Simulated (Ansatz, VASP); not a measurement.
**One calculation of Mo, two programs**

INCAR

```
SYSTEM = Mo
ALGO = Normal
EDIFF = 1E-6
ENCUT = 520
ISIF = 2
ISMEAR = 0
LASPH = .TRUE.
LCHARG = .FALSE.
LREAL = .FALSE.
LWAVE = .FALSE.
NBANDS = 13
NELM = 60
PREC = Accurate
SIGMA = 0.1
```

KPOINTS

```
k-points
0
G
  8 8 8
  0 0 0
```

Contents of POSCAR:

```
Mo
1.0
   -1.5838089700      1.5838089700      1.5838089700
    1.5838089700     -1.5838089700      1.5838089700
    1.5838089700      1.5838089700     -1.5838089700
Mo
1
Direct
    0.0000000000      0.0000000000      0.0000000000
```

Input for Ansatz:

```yaml
crystal:
  lattice:
    - [-1.58380897, 1.58380897, 1.58380897]
    - [1.58380897, -1.58380897, 1.58380897]
    - [1.58380897, 1.58380897, -1.58380897]
  atoms:
    - { symbol: Mo, position: [0.0, 0.0, 0.0] }
basis:
  ecutwfc: 420
kpoints:
  mp_grid: { grid: [8, 8, 8] }
hamiltonian:
  xc: lda
  pseudopotentials: { kind: paw, azcp: { folder: soft_1 } }
scf:
  occupations: { method: gaussian, width: 0.1 }
output:
  forces: true
  stress: true
  eigenvalues: true
```

Alike in both runs: task single point; functional LDA; k mesh 8 × 8 × 8; occupations gaussian, width 0.1 eV; no spin polarisation.

|  | VASP | Ansatz |
| --- | --- | --- |
| version | VASP 6.6.1 | Ansatz 0.2.0 |
| potentials or method | VASP PAW LDA potentials, release 64 (Mo_sv) | scalar-relativistic, plane waves, PAW |
| plane-wave cutoff (eV) | 520 | 420 |
| valence electrons in the cell | 14 | 14 |

Ansatz gave:

| Property | Result |
| --- | --- |
| gap on the k mesh at the Fermi level (eV) | none |
| pressure (GPa) | -13.4 |

Q: Which values does VASP return?

A: gap on the k mesh at the Fermi level (eV): none; pressure (GPa): -12.5.

A gap of «none» marks a metal or a gap that the smearing closes. Ansatz warned: «pseudo_functional_mismatch».
